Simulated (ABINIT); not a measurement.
Crystal: PbS (Galena).

```
Pb S
1.0
     0.00000    2.96575    2.96575
     2.96575    0.00000    2.96575
     2.96575    2.96575    0.00000
Pb S
1 1
Cartesian
  0.0000 0.0000 0.0000
  2.9657 2.9657 2.9657
```

Base run:

| Item | Value |
| --- | --- |
| Program | ABINIT 10.8.3 (patched build) |
| Functional | WC |
| Potentials or basis | JTH PAW PBE v2.0 sp |
| Cutoff | 544 eV |
| k mesh | 8 × 8 × 8 |
| Occupations | fermi-dirac, width 0.05 eV |
| Spin | no spin polarisation |

Its results: band gap on the k mesh 0.27 eV, direct; pressure -0.7 GPa.

Problem. The run is repeated on the same cell with these changes: functional from WC to PW91. What comes out?

Solution. Band gap on the k mesh 0.39 eV, direct; pressure 2.1 GPa.

PW91 binds less tightly than WC, so the same cell stands under more pressure.

Caveats: the PAW data sets were made with another functional, which shifts forces and pressure a little; spin-orbit coupling is left out, which as a rule narrows the gap of such compounds by several tenths of an eV; this set keeps more shells in the core, which shifts pressures and gaps.

Not every run made on this cell is shown here.
